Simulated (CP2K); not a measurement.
Sb under changes of volume

One of the cells (30.206 Å³/atom); the others are scaled copies at fixed shape and fractional positions:

```
Sb
1.0
     4.50666    0.00000    0.00000
     2.44723    3.78432    0.00000
     2.44723    1.33179    3.54223
Sb
2
Direct
  0.76651 0.76651 0.76651
  0.23349 0.23349 0.23349
```

| Item | Value |
| --- | --- |
| Program | CP2K 2026.2 |
| Functional | PBE |
| Potentials or basis | POTENTIAL_UZH Sb GTH-PBE-q5; TZVP-MOLOPT-PBE-GTH basis |
| Density cutoff | 6123 eV |
| k mesh | 8 × 8 × 8 |
| Occupations | fermi-dirac, width 0.05 eV |
| Spin | no spin polarisation |

| volume (Å³/atom) | energy over the lowest point (meV/atom) | pressure (GPa) | largest force (eV/Å) |
| --- | --- | --- | --- |
| 28.393 | 85.88 | 8.2 | 0.584 |
| 28.998 | ? | ? | ? |
| 29.602 | 36.88 | 4.9 | 0.335 |
| 30.206 | 20.83 | 3.6 | 0.222 |
| 30.810 | 9.65 | 2.4 | 0.116 |
| 31.414 | 2.84 | 1.2 | 0.018 |
| 32.018 | 0.00 | 0.2 | 0.073 |

What does the run at 28.998 Å³/atom give?

Energy over the lowest point 58.35 meV/atom; pressure 6.5 GPa; largest force 0.456 eV/Å.

Worked out: A Birch-Murnaghan fit of order 3 (a polynomial in V^(-2/3)) to the other rows has its minimum at 32.19 Å³/atom, just outside them, with B0 = V·E''(V) = 49 GPa and B' = 4.5 at fixed shape and positions, which overstates the stiffness. It gives 58.35 meV/atom at 28.998 Å³/atom, against the run's 58.35, and -dE/dV = 6.5 GPa, against 6.5.

Energies are extrapolated to zero smearing.

Caveats: the basis of atomic orbitals isn't converged, which shifts pressures, moduli and gaps.
